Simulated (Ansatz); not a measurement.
**BN: normal modes**

The task, for BN: get the zone-centre phonons.

Program: Ansatz 0.2.0. Level of theory: DFT PBE, scalar-relativistic, plane waves, PAW. These are calculated values, not measurements.

3 further runs of the same task are left out: 3 set aside as unsound or not needed.

## Step 1: The system as given

It takes space group F-43m (No. 216, cubic). The conventional cell has a = 3.625 Å, b = 3.625 Å, c = 3.625 Å, α = 90.00°, β = 90.00°, γ = 90.00°. B (site symmetry -43m) is surrounded by 4 N at 1.57 Å. N (site symmetry -43m) has 4 B at 1.57 Å as nearest neighbours.

Coordinates:

```cif
data_structure
_symmetry_space_group_name_H-M 'F-43m'
_symmetry_Int_Tables_number 216
_cell_length_a 3.6247
_cell_length_b 3.6247
_cell_length_c 3.6247
_cell_angle_alpha 90.000
_cell_angle_beta 90.000
_cell_angle_gamma 90.000
_cell_volume 47.62
loop_
_atom_site_label
_atom_site_type_symbol
_atom_site_symmetry_multiplicity
_atom_site_Wyckoff_symbol
_atom_site_fract_x
_atom_site_fract_y
_atom_site_fract_z
_atom_site_occupancy
B1 B 4 a 0.00000 0.00000 0.00000 1
N1 N 4 d 0.25000 0.75000 0.25000 1
```

It goes back to an entry of the Materials Project.

It is built from the cell relaxed beforehand with the same method (5.95 Å³/atom).

## Step 2: The reference: the undisturbed cell on the scan's mesh

Contents of input.yaml:

```yaml
crystal:
  lattice:
    - [0.0, -1.8123485118, -1.8123485118]
    - [0.0, 1.8123485118, -1.8123485118]
    - [3.6246970237, 0.0, 0.0]
  atoms:
    - { symbol: B, position: [0.5, 0.5, 0.5] }
    - { symbol: B, position: [0.0, 0.0, 0.0] }
    - { symbol: "N", position: [1.0, 0.5, 0.25] }
    - { symbol: "N", position: [0.5, 0.0, 0.75] }
basis:
  ecutwfc: 420
kpoints:
  mp_grid: { grid: [10, 10, 6] }
hamiltonian:
  xc: pbe
scf:
  occupations: { method: gaussian, width: 0.05 }
output:
  forces: true
  stress: true
  eigenvalues: true
  write_density: true
  write_potential: true
  elf: true
  volumetric_format: npy
```

Command:

```sh
> ansatz run input.yaml --threads 2 --pin off --max-ram 5120MiB --backend cpu --events-out ev --progress --plain --runs-dir out
```

Output, shortened:

```text
Warning: RAYON_NUM_THREADS=2 ignored (pool sized by the plan → 2); use --threads N
[...]
Pseudopotentials: kind: paw
Pseudopotential: B, paw, valence charge 3, recommended cutoff 420 eV (normal), B.paw.azcp
Pseudopotential: N, paw, valence charge 5, recommended cutoff 420 eV (normal), N.paw.azcp
Functional definition: PBE
[...]
Crystal: 4 atoms, lattice volume = 23.811 Å³
Basis set: ecut = 420 eV, 481 PW (Γ), exchange–correlation on 36×36×50 points (8 copies of the dense FFT grid, shifted against one another)
Bands: 12, of which v1, the nominal top of the filled ones, is band 8 counted from 1 (7 counted from 0)
Symmetry: 16 space group operations
Space group: F-43m (ITA 216), of the structure as read, at distance tolerance 2.9e-5 Å
k-points: 84 of 600 (time reversal used)
[...]
SCF iter   1: F=—  HF=-1084.551326 eV  |F-HF|=—  |Δ(HF+E_count)|=         —  Δρ=1.62e-3  dr2=3.55e-4  ethr=1.77e-3  ⟨swp⟩=4.6  Hψ=5148  notcnv=0
[...]
SCF iter   6: F=-1084.551763 eV  HF=-1084.551763 eV  |F-HF|=2.13e-10  |Δ(HF+E_count)|=   1.56e-8  Δρ=2.18e-6  dr2=4.40e-10  ethr=1.14e-10  ⟨swp⟩=4.9  Hψ=5355  notcnv=0
[...]
SCF converged after 6 iterations
Free energy (F): -1084.551763 eV
[...]
E sigma→0 (E₀):  -1084.551763 eV
Fermi energy:    13.282167 eV
[...]
--- Forces (eV/Å), atoms counted from 1 ---
  atom   1  B      0.00000000    -0.00000000    -0.00000000
  atom   2  B      0.00000000     0.00000000    -0.00000000
  atom   3  N     -0.00000000     0.00000000     0.00000000
  atom   4  N     -0.00000000     0.00000000     0.00000000
[...]
--- Stress (GPa, compression-positive) ---
        0.000488       0.000000       0.000000
        0.000000      -0.001080      -0.000000
        0.000000      -0.000000      -0.001080
  P = ⅓ Tr σ = -0.0006 GPa (-0.006 kbar)
--- Band table (eV; the first three rows and the last of 84) ---
  k-point 0: bands = ["-9.0900", "-3.5536", "2.1861", "6.1861", "6.1861", "11.0507", "11.0507", "11.0507", "15.5136", "19.8431", "19.8431", "19.8431"]
[...]
```

It took 0.55 s on 2 threads of AMD EPYC 9R45 (Zen 5), shared host; peak memory 0.37 GiB.

The maps below are laid out on this run's own conventional cell (a, b, c = 3.625, 3.625, 3.625 Å).

Density in a lattice plane of the grid's cell (edges 3.62 and 3.62 Å, at 0.000 of the third edge), which holds B.

Ten even steps from '0' (0.08 e/Å³) to '9' (0.72 e/Å³):
```
468986532100000123568986
899997542110001124579999
899987654321112345678999
777787765433233456778777
455667776655455667776655
233456778777777787765433
112345678999899987654321
001124579999899997542110
000123568986468986532100
000113468974247986431100
000123568986468986532100
001124579999899997542110
112345678999899987654321
233456778777777787765433
455667776655455667776655
777787765433233456778777
899987654321112345678999
899997542110001124579999
468986532100000123568986
247886431100000113468874
```
Columns run along the first of these edges and rows up along the second, over one cell in 24 and 20 even steps from the bottom left corner. Atoms in the plane (fractional): B at (0.50, 0.50), B at (0.00, 0.00).

ELF in the same plane.

Ten even steps from ' ' (0.00) to '@' (0.67):
```
    ::==****++--::..          ..::--++****==::  
..--++##%%%%**++--::..      ..::--++**%%%%##++--
==++##@@@@@@%%**++--::......::--++**%%@@@@@@##++
++**##@@@@@@%%%%##++==--::--==++##%%%%@@@@@@##**
====**##%%@@@@@@%%##**======**##%%@@@@@@%%##**==
::--==++##%%%%@@@@@@##**++**##@@@@@@%%%%##++==--
....::--++**%%@@@@@@##++==++##@@@@@@%%**++--::..
    ..::--++**%%%%##++--..--++##%%%%**++--::..  
      ..::--++****==::      ::==****++--::..    
        ..::==++++::..      ..::++++==::..      
      ..::--++****==::      ::==****++--::..    
    ..::--++**%%%%##++--..--++##%%%%**++--::..  
....::--++**%%@@@@@@##++==++##@@@@@@%%**++--::..
::--==++##%%%%@@@@@@##**++**##@@@@@@%%%%##++==--
====**##%%@@@@@@%%##**======**##%%@@@@@@%%##**==
++**##@@@@@@%%%%##++==--::--==++##%%%%@@@@@@##**
==++##@@@@@@%%**++--::......::--++**%%@@@@@@##++
..--++##%%%%**++--::..      ..::--++**%%%%##++--
    ::==****++--::..          ..::--++****==::  
    ..::++++==::..              ..::==++++::..  
```
Columns run along the first of these edges and rows up along the second, over one cell in 24 and 20 even steps from the bottom left corner. Atoms in the plane (fractional): B at (0.50, 0.50), B at (0.00, 0.00).

Both are smooth fields of the valence electrons: close to the nuclei they are not physical.

Maxima of ELF outside the ion cores: 0.92 on the B–N line, 0.7 Å from B.

The cell is repeated 2 times, 4 atoms in all. Reference values: F = -1084.5518 eV; pressure 0.00 GPa; largest force 0.000 eV/Å; gap on the mesh 4.46 eV.

## Step 3: Variant: mp_grid.shift [0.5, 0.5, 0.5]

input.yaml, as its differences from that of step 2:

```diff
@@ -13,3 +13,3 @@
 kpoints:
-  mp_grid: { grid: [10, 10, 6] }
+  mp_grid: { grid: [10, 10, 6], shift: [0.5, 0.5, 0.5] }
 hamiltonian:
@@ -20,7 +20,3 @@
   forces: true
+  eigenvalues: true
   stress: true
-  eigenvalues: true
-  write_density: true
-  write_potential: true
-  elf: true
-  volumetric_format: npy
```

Command:

```sh
> ansatz run input.yaml --threads 2 --pin off --max-ram 5120MiB --backend cpu --events-out ev --progress --plain --runs-dir out
```

Output:

```text
Warning: RAYON_NUM_THREADS=2 ignored (pool sized by the plan → 2); use --threads N
Engine: ansatz 0.2.0, x86_64-unknown-linux-gnu
[... 4 set-up lines as earlier in the session ...]
  parameter kappa = 0.804
  parameter beta = 0.06672455060314922
  exchange = pbe_x(kappa = kappa, mu = beta*pi^2/3)
  correlation = pbe_c(beta = beta)
Crystal: 4 atoms, lattice volume = 23.811 Å³
Basis set: ecut = 420 eV, 481 PW (Γ), exchange–correlation on 36×36×50 points (8 copies of the dense FFT grid, shifted against one another)
Bands: 12, of which v1, the nominal top of the filled ones, is band 8 counted from 1 (7 counted from 0)
[... 2 set-up lines as earlier in the session ...]
k-points: 45 of 600 (time reversal used)
Non-local potential: B, projectors of the file, l = 0: 2, l = 1: 2, l = 2: 1
Non-local potential: N, projectors of the file, l = 0: 2, l = 1: 2, l = 2: 1
PAW form: soft (Blöchl's): semilocal exchange-correlation on the pseudo side does not see the compensation charge
PAW one-centre angular grid: B, 110 points (default); XC on 64 Gauss nodes
PAW one-centre angular grid: N, 110 points (default); XC on 64 Gauss nodes
Initial density: superposition of atomic densities (neutral atoms: chi_scale 0, normalization atom), corrected by the library's trained network
Initial wavefunctions: pseudopotential atomic-orbital guess
Functional: x = pbe(κ = 0.804, μ = 0.2195149727645171), c = pbe(β = 0.06672455060314922)
SCF iter   1: F=—  HF=-1084.551356 eV  |F-HF|=—  |Δ(HF+E_count)|=         —  Δρ=1.62e-3  dr2=3.55e-4  ethr=1.77e-3  ⟨swp⟩=4.8  Hψ=2781  notcnv=0
preconditioner: auto → none  [insulator: Δε(μ)=4.903 eV  Ē_g=17.738 eV  σ=0.050 eV  W_gap=1.00  n_scr=6 (ndim 8)  ℏωp=30.4 eV  f_vac=0.000  D(μ)=0.00/eV (n_scr^D=0)  ε∞_Penn≈3.9]
SCF iter   2: F=—  HF=-1084.551652 eV  |F-HF|=—  |Δ(HF+E_count)|=   2.96e-4  Δρ=8.93e-4  dr2=5.57e-5  ethr=2.22e-6  ⟨swp⟩=2.0  Hψ=1260  notcnv=0
SCF iter   3: F=—  HF=-1084.551763 eV  |F-HF|=—  |Δ(HF+E_count)|=   1.11e-4  Δρ=4.06e-4  dr2=1.25e-5  ethr=3.48e-7  ⟨swp⟩=2.3  Hψ=874  notcnv=0
SCF iter   4: F=—  HF=-1084.551795 eV  |F-HF|=—  |Δ(HF+E_count)|=   3.22e-5  Δρ=7.34e-5  dr2=5.46e-7  ethr=7.80e-8  ⟨swp⟩=2.6  Hψ=868  notcnv=0
iter 5 did not close the SCF: its close was put off for the readings that it lacked (scf_convergence_deferred on its scf_iter line)
SCF iter   5: F=-1084.551796 eV  HF=-1084.551796 eV  |F-HF|=1.26e-8  |Δ(HF+E_count)|=   1.09e-6  Δρ=1.62e-5  dr2=2.33e-8  ethr=3.41e-9  ⟨swp⟩=2.0  Hψ=865  notcnv=0
SCF iter   6: F=-1084.551796 eV  HF=-1084.551796 eV  |F-HF|=1.47e-10  |Δ(HF+E_count)|=   2.10e-8  Δρ=2.37e-6  dr2=4.59e-10  ethr=1.45e-10  ⟨swp⟩=2.0  Hψ=1808  notcnv=0
SCF 1 converged in 6 iterations: F = -1084.551796 eV  dr2 = 4.59e-10
SCF converged after 6 iterations
Free energy (F): -1084.551796 eV
Harris-Foulkes:  -1084.551796 eV  (|F-HF|=1.47e-10)
Internal energy: -1084.551796 eV  (E = F + TS)
E sigma→0 (E₀):  -1084.551796 eV
Fermi energy:    13.444817 eV
--- Per-component energies (eV) ---
  E_band       = 51.467668
  E_kinetic    = 370.282483
  E_local      = -352.181625  (includes V_loc(G=0)·N_el)
  E_nonlocal   = 113.034365
  E_hartree    = 98.633834
  E_xc         = -186.659300
  E_vxc        = -232.153580  (∫ρ·V_xc dr)
  E_paw        = -412.810007  (= ΣΔE_a)
  E_vpaw       = -44.782059  (= ΣTr[D̂ρ^β])
  E_aug_tail   = 0.000205  (compensation charges beyond the density's cutoff)
  E_ewald      = -714.851752
  E_smearing   = -0.000000  (= −TS)
  E_closure    = -0.000000  (closes the sum)
  Σ components = -1084.551796   (vs F -1084.551796, Δ=0.00e0)
--- Forces (eV/Å), atoms counted from 1 ---
  atom   1  B      0.00000000    -0.00000000    -0.00000000
  atom   2  B      0.00000000    -0.00000000    -0.00000000
  atom   3  N     -0.00000000     0.00000000     0.00000000
  atom   4  N     -0.00000000     0.00000000     0.00000000
  max |Σ_I F_I| component: 4.02e-16 eV/Å
--- Stress (GPa, compression-positive) ---
       -0.006690       0.000000       0.000000
        0.000000      -0.002969      -0.000000
        0.000000      -0.000000      -0.002969
  P = ⅓ Tr σ = -0.0042 GPa (-0.042 kbar)
--- Band table (eV; the first three rows and the last of 45) ---
  k-point 0: bands = ["-8.9533", "-3.7353", "2.4937", "6.0710", "6.1009", "10.4100", "10.7003", "10.9955", "15.9677", "19.8903", "20.0129", "20.2563"]
  k-point 1: bands = ["-8.5092", "-4.9607", "3.9430", "6.5183", "6.6321", "9.0595", "9.7599", "10.4502", "16.5925", "19.4487", "21.1023", "21.1785"]
  k-point 2: bands = ["-7.6428", "-6.4108", "5.7438", "7.3538", "7.4512", "7.7144", "8.4996", "9.1488", "17.6038", "18.6254", "22.1437", "22.8593"]
  k-point 44: bands = ["-3.4398", "-3.3431", "3.1056", "3.2622", "3.7544", "4.4256", "5.2332", "5.5943", "19.8478", "20.0833", "23.9385", "24.2061"]
```

Wall time 0.28 s (2 threads of AMD EPYC 9R45 (Zen 5), shared host); peak memory 0.34 GiB.

| run | ending | energy change | pressure (GPa) | gap (eV) | force (eV/Å) | cycles | time |
| --- | --- | --- | --- | --- | --- | --- | --- |
| step 2 | converged | 0 | 0.0 | 4.46 | 0.00 | 6 | 0.55 s |
| variant | converged | 0.0 meV/atom | 0.0 | 4.90 | 0.00 | 6 | 0.28 s |

Changing the k-point mesh moves the energy by 0.0 meV/atom, and the gap on the mesh goes from 4.46 to 4.90 eV. Sampling errors of the energy have no fixed sign. A gap read on a mesh depends on which points the mesh holds, and a coarse mesh shifts the density too.

## Step 4: Zone-centre phonons by finite displacements

input.yaml, as its differences from that of step 2:

```diff
@@ -19,8 +19,8 @@
 output:
-  forces: true
-  stress: true
   eigenvalues: true
-  write_density: true
-  write_potential: true
-  elf: true
-  volumetric_format: npy
+phonons:
+  method: fd
+  supercell: [1, 1, 1]
+  amplitude: 0.02
+  eigenvectors: true
+  dielectric: false
```

Command:

```sh
> ansatz run input.yaml --threads 2 --pin off --max-ram 5120MiB --backend cpu --events-out ev --progress --plain --runs-dir out
```

Output, shortened:

```text
Warning: RAYON_NUM_THREADS=2 ignored (pool sized by the plan → 2); use --threads N
[...]
[... 4 set-up lines as earlier in the session ...]
[...]
Crystal: 4 atoms, lattice volume = 23.811 Å³
Basis set: ecut = 420 eV, 481 PW (Γ), exchange–correlation on 36×36×50 points (8 copies of the dense FFT grid, shifted against one another)
Bands: 12, of which v1, the nominal top of the filled ones, is band 8 counted from 1 (7 counted from 0)
[... 1 set-up line as earlier in the session ...]
k-points: 84 of 600 (time reversal used)
[...]
SCF iter   1: F=—  HF=-1084.551326 eV  |F-HF|=—  |Δ(HF+E_count)|=         —  Δρ=1.62e-3  dr2=3.55e-4  ethr=1.77e-3  ⟨swp⟩=4.6  Hψ=5148  notcnv=0
[...]
Symmetry: 1 space group operations
[...]
  atom   4  N     -0.00000000     0.00000000     0.00000000
[...]
--- Band table (eV; the first three rows and the last of 84) ---
  k-point 0: bands = ["-9.0900", "-3.5536", "2.1861", "6.1861", "6.1861", "11.0507", "11.0507", "11.0507", "15.5136", "19.8431", "19.8431", "19.8431"]
[...]
--- Phonons: 3 displaced members + reference (amplitude 0.02 Å, Σ member SCF iterations 21) ---
  symmetry images taken by strict's conditions (phonons.symmetry_images: auto; settled by no image being taken that strict refuses)
  ASR residual: 6.365e-3 → 0.000e0 eV/Å²; symmetrization residual: 3.108e-3 eV/Å²
  largest component of a force at the reference: 2.8e-16 eV/Å
  ASR residual per site (eV/Å²): 5.83e-3 5.83e-3 6.36e-3 6.36e-3
  Γ frequencies (cm⁻¹): 0.00 0.00 0.00 694.78 694.78 884.75 884.75 996.73 1026.64 1026.64 1026.84 1138.59
  density of states and harmonic sums: on the 24×24×17 q-mesh, interpolated from the force constants of a 1×1×1 supercell (no non-analytic term)
  largest difference from the sums on the solved wave vectors: F 1.32e-1 eV, S 3.91e-4 and C_V 2.57e-4 eV/K
[...]
```

Run time: 3.5 s. Hardware: 2 threads of AMD EPYC 9R45 (Zen 5), shared host; peak memory 0.46 GiB.

Wavenumbers in cm⁻¹, from the file of eigenvectors (i: imaginary; no LO–TO term): 1: 0, 2: 0, 3: 0, 4: 695, 5: 695, 6: 885, 7: 885, 8: 997, 9: 1027, 10: 1027, 11: 1027, 12: 1139. The cell doubles the primitive one, so its zone centre also holds the primitive cell's point q = (0, 1/2, 1/2). Three modes near zero are the rigid translations.

## Step 5: Outcome

| quantity | value |
| --- | --- |
| modes | 12 from 0 to 1139 cm⁻¹ |
| step 3, run with mp_grid.shift [0.5, 0.5, 0.5] (against step 2) | 0.0 meV/atom; the gap on the mesh goes from 4.46 to 4.90 eV |

In words: No mode of this cell is imaginary beyond 10 cm⁻¹; other wave vectors were not probed.

The gaps are Kohn-Sham values of a semilocal functional, not quasiparticle or optical gaps. Such gaps usually fall short of the measured ones.
